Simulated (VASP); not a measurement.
# MgO (P-6m2) in VASP: a series of runs, part 2 of 2

VASP 6.6.1. The steps go on from the part before.

### Step 3. G0W0 quasiparticle levels, PBE

POSCAR

```
MgO
1.0
    2.9380209034      0.0000000000      0.0000000000
   -1.4690104517      2.5444007392      0.0000000000
    0.0000000000      0.0000000000      2.6796800000
Mg O
1 1
Direct
    0.0000000000      0.0000000000      0.0000000000
    0.3333333333      0.6666666667      0.5000000000
```

INCAR.step1

```
ALGO = Fast ; EDIFF = 1E-8
ENCUT = 450 ; GGA = PE
ISMEAR = 0 ; LASPH = True
LCHARG = False ; LREAL = False
LWAVE = True ; NELM = 60
PREC = Accurate ; SIGMA = 0.01
```

INCAR.step2

```
ALGO = Exact ; EDIFF = 1E-8
ENCUT = 450 ; GGA = PE
ISMEAR = 0 ; ISTART = 1
LASPH = True ; LCHARG = False
LOPTICS = True ; LREAL = False
LWAVE = True ; NBANDS = 52
NELM = 1 ; PREC = Accurate
SIGMA = 0.01
```

INCAR.step3

```
ALGO = EVGW0 ; EDIFF = 1E-8
ENCUT = 450 ; ENCUTGW = 200
GGA = PE ; ISMEAR = 0
ISTART = 1 ; LASPH = True
LCHARG = False ; LREAL = False
LWAVE = False ; NBANDS = 52
NBANDSGW = 12 ; NELMGW = 1
NOMEGA = 48 ; PREC = Accurate
PRECFOCK = Fast ; SIGMA = 0.01
```

KPOINTS

```
k-points
0
Gamma
  3 3 3
```

Potentials or basis: VASP PAW PBE potentials, release 64 (Mg_GW, O_GW).

Run with:

```sh
> cat potpaw_PBE.64/Mg_GW/POTCAR potpaw_PBE.64/O_GW/POTCAR > POTCAR
> cp INCAR.step1 INCAR
> mpirun -np 1 vasp_std > vasp.out
> cp INCAR.step2 INCAR
> mpirun -np 1 vasp_std > vasp.out
> cp INCAR.step3 INCAR
> mpirun -np 1 vasp_std > vasp.out
```

OUTCAR:

```text
EDIFF = 1E-8
   ENCUT = 450
   ENCUTGW = 200
   GGA = PE
   ISMEAR = 0
   ISTART = 1
   LASPH = True
   LREAL = False
   NELMGW = 1
   PREC = Accurate
   PRECFOCK = Fast

 Found      6 irreducible k-points:

 Following reciprocal coordinates:
            Coordinates               Weight
[... 86 lines left out ...]
      1     -14.0514     -15.8856     -20.8573     -18.1185     -29.8309       0.6697       2.0000       1.3057
      2       2.7905       1.8191     -20.4541     -19.1490     -24.8620       0.7443       2.0000       0.1726
      3       2.7905       1.8191     -20.4541     -19.1490     -24.8620       0.7443       2.0000       0.1726
      4       2.9934       1.9932     -20.5998     -19.2553     -25.0520       0.7439       2.0000       0.1742
      5       6.3348       7.3012      -9.9798     -11.1969      -6.4452       0.7940       0.0000      -0.1222
      6      15.1989      16.1769      -7.6900      -8.9289      -3.1427       0.7894       0.0000      -0.1639
      7      18.8451      19.8971      -7.4193      -8.7582      -2.6576       0.7857       0.0000      -0.2599
      8      18.8451      19.8971      -7.4193      -8.7582      -2.6576       0.7857       0.0000      -0.2599
      9      23.1418      24.0375      -7.3385      -8.4528      -2.0767       0.8038       0.0000      -0.6891
     10      24.1055      25.4381      -9.2066     -10.9707      -3.4194       0.7554       0.0000      -0.6899
     11      25.7686      27.1929      -9.3302     -11.2092      -3.4218       0.7580       0.0000      -0.7254
     12      25.7686      27.1929      -9.3302     -11.2092      -3.4218       0.7580       0.0000      -0.7254
[... 68 lines left out ...]
      1     -12.3508     -14.1632     -22.5434     -19.9089     -31.3587       0.6880       2.0000       1.1518
      2       0.5429      -0.6934     -18.1105     -16.4248     -22.5381       0.7334       2.0000       0.2068
      3       0.5548      -0.6986     -17.9508     -16.2473     -22.3246       0.7358       2.0000       0.2053
      4       0.6311      -0.5686     -18.8251     -17.1835     -23.4321       0.7308       2.0000       0.2141
      5      10.3439      11.1293      -8.1620      -9.1622      -4.0414       0.7853       0.0000      -0.1463
      6      14.3392      15.7134      -9.1479     -10.9097      -4.8303       0.7800       0.0000      -0.1658
      7      17.1807      18.5654      -9.5351     -11.3342      -4.7143       0.7697       0.0000      -0.2189
      8      18.4935      19.6835     -10.0261     -11.5690      -5.1345       0.7713       0.0000      -0.3073
      9      18.5988      20.1969     -11.2365     -13.3477      -6.0926       0.7569       0.0000      -0.3578
     10      24.6062      25.9145      -9.1896     -10.8648      -3.6880       0.7810       0.0000      -0.5891
     11      29.4038      30.9060      -7.9016      -9.7826      -2.3428       0.7986       0.0000      -0.7594
     12      30.6721      31.9573      -7.0701      -8.6434      -1.5206       0.8168       0.0000      -0.9421
```

OUTCAR.step1:

```text
EDIFF = 1E-8
   ENCUT = 450
   GGA = PE
   ISMEAR = 0
   LASPH = True
[... 175 lines left out ...]
 -----------------------------------------------------------------------------------
      0.00000      0.00000      0.00000         0.000000     -0.000000      0.000000
     -0.00000      1.69627      1.33984        -0.000000      0.000000      0.000000
 -----------------------------------------------------------------------------------
    total drift:                               -0.000001      0.000000     -0.000000

  FREE ENERGIE OF THE ION-ELECTRON SYSTEM (eV)
  ---------------------------------------------------
  free  energy   TOTEN  =       -11.1351681000 eV

  energy  without entropy=      -11.1351681000  energy(sigma->0) =      -11.13516810
```

Run time: 8.4 s. Hardware: 1 thread of Intel Xeon 6975P-C (Granite Rapids), shared host; peak memory 0.15 GiB.

These settings aren't checked as converged: the numbers below hold their error.

Results:

- Band gap on the k mesh, mean-field level: 2.93 eV, indirect (least direct gap 3.34 eV)
- Quasiparticle gap: 4.83 eV
- Least direct quasiparticle gap: 5.31 eV

Caveat: the k mesh is coarse (spacing up to 0.82 Å⁻¹), so the values aren't converged; the cutoff is under 1.25 times the usual one of these potentials, so pressure, stress and relaxed cells hold a basis-set (Pulay) error; bands, screening cutoff and mesh are small and nothing is extrapolated, so the quasiparticle values aren't converged; an odd mesh through Γ misses points on the zone boundary, where band edges often lie.

### Step 4. G0W0 quasiparticle levels, PBE

POSCAR is that of step 3.

INCAR.step1 is that of step 3.

INCAR.step2, as its differences from that of step 3:

```diff
@@ -5,3 +5,3 @@
 LOPTICS = True ; LREAL = False
-LWAVE = True ; NBANDS = 52
+LWAVE = True ; NBANDS = 84
 NELM = 1 ; PREC = Accurate
```

INCAR.step3, as its differences from that of step 3:

```diff
@@ -5,3 +5,3 @@
 LCHARG = False ; LREAL = False
-LWAVE = False ; NBANDS = 52
+LWAVE = False ; NBANDS = 84
 NBANDSGW = 12 ; NELMGW = 1
```

KPOINTS is that of step 3.

Potentials or basis: VASP PAW PBE potentials, release 64 (Mg_GW, O_GW).

Run with:

```sh
> cat potpaw_PBE.64/Mg_GW/POTCAR potpaw_PBE.64/O_GW/POTCAR > POTCAR
> cp INCAR.step1 INCAR
> mpirun -np 1 vasp_std > vasp.out
> cp INCAR.step2 INCAR
> mpirun -np 1 vasp_std > vasp.out
> cp INCAR.step3 INCAR
> mpirun -np 1 vasp_std > vasp.out
```

OUTCAR:

```text
EDIFF = 1E-8
   ENCUT = 450
   ENCUTGW = 200
   GGA = PE
   ISMEAR = 0
   ISTART = 1
   LASPH = True
   LREAL = False
   NELMGW = 1
   PREC = Accurate
   PRECFOCK = Fast

 Found      6 irreducible k-points:

 Following reciprocal coordinates:
            Coordinates               Weight
[... 86 lines left out ...]
      1     -14.0514     -15.9916     -21.0107     -18.1185     -29.8309       0.6709       2.0000       1.2653
      2       2.7905       1.6827     -20.6376     -19.1490     -24.8620       0.7442       2.0000       0.1675
      3       2.7905       1.6827     -20.6376     -19.1490     -24.8620       0.7442       2.0000       0.1675
      4       2.9934       1.8527     -20.7875     -19.2553     -25.0520       0.7445       2.0000       0.1656
      5       6.3348       7.2350     -10.0628     -11.1969      -6.4452       0.7938       0.0000      -0.1200
      6      15.1989      16.1020      -7.7847      -8.9289      -3.1427       0.7893       0.0000      -0.1642
      7      18.8451      19.8265      -7.5096      -8.7582      -2.6576       0.7860       0.0000      -0.2596
      8      18.8451      19.8265      -7.5096      -8.7582      -2.6576       0.7860       0.0000      -0.2596
      9      23.1418      23.9604      -7.4337      -8.4528      -2.0767       0.8032       0.0000      -0.6878
     10      24.1055      25.3487      -9.3240     -10.9707      -3.4194       0.7550       0.0000      -0.6868
     11      25.7686      27.0917      -9.4621     -11.2092      -3.4218       0.7572       0.0000      -0.7212
     12      25.7686      27.0917      -9.4621     -11.2092      -3.4218       0.7572       0.0000      -0.7212
[... 68 lines left out ...]
      1     -12.3508     -14.2848     -22.7138     -19.9089     -31.3587       0.6895       2.0000       1.1092
      2       0.5429      -0.8059     -18.2636     -16.4248     -22.5381       0.7335       2.0000       0.1989
      3       0.5548      -0.8102     -18.1022     -16.2473     -22.3246       0.7359       2.0000       0.1973
      4       0.6311      -0.6888     -18.9905     -17.1835     -23.4321       0.7304       2.0000       0.2028
      5      10.3439      11.0733      -8.2330      -9.1622      -4.0414       0.7850       0.0000      -0.1454
      6      14.3392      15.6338      -9.2496     -10.9097      -4.8303       0.7798       0.0000      -0.1638
      7      17.1807      18.4726      -9.6530     -11.3342      -4.7143       0.7685       0.0000      -0.2168
      8      18.4935      19.5894     -10.1482     -11.5690      -5.1345       0.7713       0.0000      -0.3057
      9      18.5988      20.0942     -11.3701     -13.3477      -6.0926       0.7561       0.0000      -0.3542
     10      24.6062      25.8119      -9.3204     -10.8648      -3.6880       0.7807       0.0000      -0.5868
     11      29.4038      30.7973      -8.0292      -9.7826      -2.3428       0.7948       0.0000      -0.7572
     12      30.6721      31.8701      -7.1737      -8.6434      -1.5206       0.8151       0.0000      -0.9411
```

OUTCAR.step2:

```text
EDIFF = 1E-8
   ENCUT = 450
   GGA = PE
   ISMEAR = 0
[... 557 lines left out ...]
  --------------------------------------------------------------------------------------------------------------
     0.00000     4.66591     4.66591     4.90487    -0.00000     0.00000    -0.00000
     1.89721     5.18526     5.18526     5.59992    -0.00000     0.00000    -0.00000
     3.79441    -3.61156    -3.61156    -0.82556    -0.00000     0.00000    -0.00000
     5.69162     5.73260     5.73260     7.71894    -0.00000     0.00000    -0.00000
     7.58883    -2.36411    -2.36411     1.62781    -0.00000     0.00000     0.00000
     9.48604     6.00465     6.00465    10.55959    -0.00000     0.00000     0.00000
[... 92 lines left out ...]
   185.92632     0.98345     0.98345     0.98333    -0.00000    -0.00000     0.00000
   187.82353     0.98382     0.98382     0.98370    -0.00000    -0.00000     0.00000
```

It took 9.6 s on 1 thread of Intel Xeon 6975P-C (Granite Rapids), shared host; peak memory 0.16 GiB.

The run converged, but some of its settings lie outside the range that counts as converged, so its numbers aren't taken as properties of the crystal.

Results:

- Band gap on the k mesh, mean-field level: 2.93 eV, indirect (least direct gap 3.34 eV)
- Quasiparticle gap: 4.91 eV
- Least direct quasiparticle gap: 5.38 eV

Caveat: the k mesh is coarse (spacing up to 0.82 Å⁻¹), so the values aren't converged; the cutoff is under 1.25 times the usual one of these potentials, so pressure, stress and relaxed cells hold a basis-set (Pulay) error; bands, screening cutoff and mesh are small and nothing is extrapolated, so the quasiparticle values aren't converged; an odd mesh through Γ misses points on the zone boundary, where band edges often lie.

### Step 5. For comparison

An earlier run on the cell as given: functional PBE; potentials or basis VASP PAW PBE potentials, release 64 (Mg, O); cutoff 520 eV; k mesh 10 × 10 × 10; occupations fermi-dirac, width 0.05 eV; no spin polarisation.

- Pressure: -0.7 GPa
- Band gap on the k mesh: 3.01 eV, indirect (least direct gap 3.40 eV)
